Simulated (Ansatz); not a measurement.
# ZnSe: the cost of one run

Method: DFT LDA, scalar-relativistic, plane waves, PAW, in Ansatz 0.2.0.

4 further runs of the same task are left out: 4 set aside as unsound or not needed.

## 1. Starting point

It takes space group P4/nmm (No. 129, tetragonal). Conventional cell: a = 3.982 Å, b = 3.982 Å, c = 5.256 Å, α = 90.00°, β = 90.00°, γ = 90.00°. Zn (site symmetry -4m2) is surrounded by 4 Se at 2.48 Å and 4 Zn at 2.82 Å. Se (site symmetry 4mm) is surrounded by 4 Zn at 2.48 Å.

Coordinates:

```
CELL_PARAMETERS angstrom
3.98248 0.00000 0.00000
0.00000 3.98248 0.00000
0.00000 0.00000 5.25614
ATOMIC_POSITIONS crystal
Zn 0.00000 0.00000 0.00000
Zn 0.50000 0.50000 0.00000
Se 0.00000 0.50000 0.27970
Se 0.50000 0.00000 0.72030
```

It goes back to an entry of the Materials Project, which need not be the stable form.

This cell was relaxed beforehand with the same method: volume 20.84 Å³/atom, gap on the mesh 1.56 eV.

## 2. The scan

The energy is mapped over the lattice constants a and c of the conventional cell.

- lattice constant a (and b): 5 values from 3.863 to 4.102 Å
- lattice constant c: 5 values from 4.625 to 5.887 Å

Nothing else is relaxed (fractional coordinates fixed). Energies count from the relaxed crystal. Points are written as (first, second).

## 3. Point (3.863 Å, 5.572 Å)

Contents of input.yaml:

```yaml
crystal:
  lattice:
    - [3.863, 0.0, 0.0]
    - [0.0, 3.863, 0.0]
    - [0.0, 0.0, 5.5715]
  atoms:
    - { symbol: Zn, position: [0.0, 0.0, 0.0] }
    - { symbol: Zn, position: [0.5, 0.5, 0.0] }
    - { symbol: Se, position: [0.0, 0.5, 0.2797006019] }
    - { symbol: Se, position: [0.5, 0.0, 0.7202993981] }
basis:
  ecutwfc: 520.0
kpoints:
  mp_grid: { grid: [8, 8, 6] }
hamiltonian:
  xc: lda
  pseudopotentials: { kind: paw, azcp: { folder: soft_1 } }
scf:
  occupations: { method: gaussian, width: 0.05 }
output:
  forces: true
  stress: true
  eigenvalues: true
```

Started as:

```sh
> ansatz run input.yaml --threads 1 --pin off --max-ram 2048MiB --backend cpu --events-out ev --progress --plain --runs-dir out
```

What time and memory should one allow on 1 thread of Arm Neoverse N1, shared host?

About 29 s, with a peak of 0.44 GiB.
